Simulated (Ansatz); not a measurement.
The system is Te2Mo.

```
Te Mo
1.0
     3.51820    0.00000    0.00000
    -1.75910    3.04685    0.00000
     0.00000    0.00000   13.97360
Te Mo
4 2
Direct
  0.66667 0.33333 0.37900
  0.33333 0.66667 0.87900
  0.66667 0.33333 0.12100
  0.33333 0.66667 0.62100
  0.66667 0.33333 0.75000
  0.33333 0.66667 0.25000
```

Program: Ansatz 0.2.0. Alike in all runs: task band structure; potentials or basis Ansatz PAW; no spin polarisation; cell as given; k mesh 9 × 9 × 2; smearing fermi-dirac 0.05 eV.

Order these runs on this cell by their pressure, lowest first.
A. level BLYP; cutoff (eV) 420
B. level RPBE; cutoff (eV) 420
C. level PBEsol; cutoff (eV) 420
D. level LDA; cutoff (eV) 420
E. level r2SCAN; cutoff (eV) 500

D (-3.0 GPa), C (-1.1 GPa), E (2.2 GPa), B (4.9 GPa), A (9.1 GPa).

Caveats: the PAW data sets come from PBE, with cores solved anew for the run's functional, which leaves a small shift of forces and pressure; this functional lacks dispersion, which binds the layers, so the pressure and a relaxed spacing across them are unreliable (some runs).

Runs at the PBE level aren't shown here.
